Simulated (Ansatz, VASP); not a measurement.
# In in VASP and in Ansatz

```
In
1.0
    -1.87879    1.87879    1.87879
     1.87879   -1.87879    1.87879
     1.87879    1.87879   -1.87879
In
1
Cartesian
  0.0000 0.0000 0.0000
```

The cell was built by a generator and needn't be a form met in nature.

Alike in both runs: functional r2SCAN; k mesh 10 × 10 × 10; occupations fermi-dirac, width 0.05 eV; no spin polarisation.

Ansatz relaxed the structure, and its values are those at the end. VASP's run is a single point on that final structure, the one shown.

```csv
,VASP,Ansatz
version,VASP 6.6.1,Ansatz 0.2.0
potentials or method,"VASP PAW PBE potentials, release 64 (In_d)",PAW plane waves
plane-wave cutoff (eV),520,500
valence electrons in the cell,13,13
```

|  | VASP | Ansatz | Ansatz less VASP |
| --- | --- | --- | --- |
| pressure (GPa) | 0.1 | 0.0 | -0.04 |

Caveats: the PAW data sets were made with another functional, which shifts forces and pressure a little (VASP).
